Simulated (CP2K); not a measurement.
Runs of CP2K 2026.2 on AlN. Symmetry: F-43m, No. 216, cubic system. The conventional cell has a = 4.368 Å, b = 4.368 Å, c = 4.368 Å, α = 90.00°, β = 90.00°, γ = 90.00°. Al (site symmetry -43m) is surrounded by 4 N at 1.89 Å. Around N (site symmetry -43m) lie 4 Al at 1.89 Å. Measurements of this composition are mostly on another form, of space group No. 186.

| task | level | potentials or basis | smearing | EPS_DEFAULT | NGRIDS | points a segment of the path (NPOINTS) | bands added on the path | CUTOFF of the grids | gap on the mesh (eV) | pressure (GPa) | V0 of scaled cells (Å³/atom) | B0 (GPa) |
| --- | --- | --- | --- | --- | --- | --- | --- | --- | --- | --- | --- | --- |
| band structure | AM05 | POTENTIAL_UZH Al GTH-PBE-q3, N GTH-PBE-q5; TZVP-MOLOPT-PBE-GTH basis | fermi-dirac 0.05 eV | 1.0E-9 | 5 | 10 | 2 | 675 Ry | 3.15 | 3.5 | - | - |
| equation of state | PBE+D3(BJ) | POTENTIAL_UZH Al GTH-PBE-q3, N GTH-PBE-q5; TZVP-MOLOPT-PBE-GTH basis | fermi-dirac 0.0259 eV | 1.0E-10 | 4 | - | - | 450 Ry | - | - | (b) | 198 |
| band structure | RPBE | POTENTIAL_UZH Al GTH-PBE-q3, N GTH-PBE-q5; TZVP-MOLOPT-PBE-GTH basis | fermi-dirac 0.05 eV | 1.0E-10 | 5 | 6 | 6 | 675 Ry | 3.39 | 4.1 | - | - |
| equation of state | PBEsol | POTENTIAL_UZH Al GTH-PBE-q3, N GTH-PBE-q5; TZVP-MOLOPT-PBE-GTH basis | fermi-dirac 0.05 eV | 1.0E-10 | 4 | - | - | 450 Ry | - | - | 10.60 | 195 |
| single point | PBEsol | POTENTIAL_UZH Al GTH-PBE-q3, N GTH-PBE-q5; TZVP-MOLOPT-PBE-GTH basis | fermi-dirac 0.05 eV | 1.0E-10 | 5 | - | - | 450 Ry | 3.17 | 3.4 | - | - |
| band structure | PBE | GTH_POTENTIALS Al GTH-PBE-q3, N GTH-PBE-q5; DZVP-MOLOPT-SR-GTH basis | fermi-dirac 0.01 eV | 1.0E-9 | 4 | 6 | 6 | 450 Ry | 3.32 | (a) | - | - |
| band structure | LDA | POTENTIAL_UZH Al GTH-PBE-q3, N GTH-PBE-q5; TZVP-MOLOPT-PBE-GTH basis | fermi-dirac 0.05 eV | 1.0E-9 | 5 | 10 | 2 | 675 Ry | 3.16 | 3.5 | - | - |
| single point | PBE | POTENTIAL_UZH Al GTH-PBE-q3, N GTH-PBE-q5; TZVP-MOLOPT-PBE-GTH basis | fermi-dirac 0.05 eV | 1.0E-10 | 5 | - | - | 450 Ry | 3.32 | 3.8 | - | - |

Alike in all rows: no spin polarisation; cell as given; k mesh 10 × 10 × 10.

**Question.** Estimate the missing entries.

**Answer.** (a) 4.3; (b) 10.39.

Caveats: the basis of atomic orbitals isn't converged, which shifts pressures, moduli and gaps; the potentials were made for another functional, which shifts forces and pressure (some runs).

A k mesh can miss the band edges.

Not every run made on this cell is shown here.
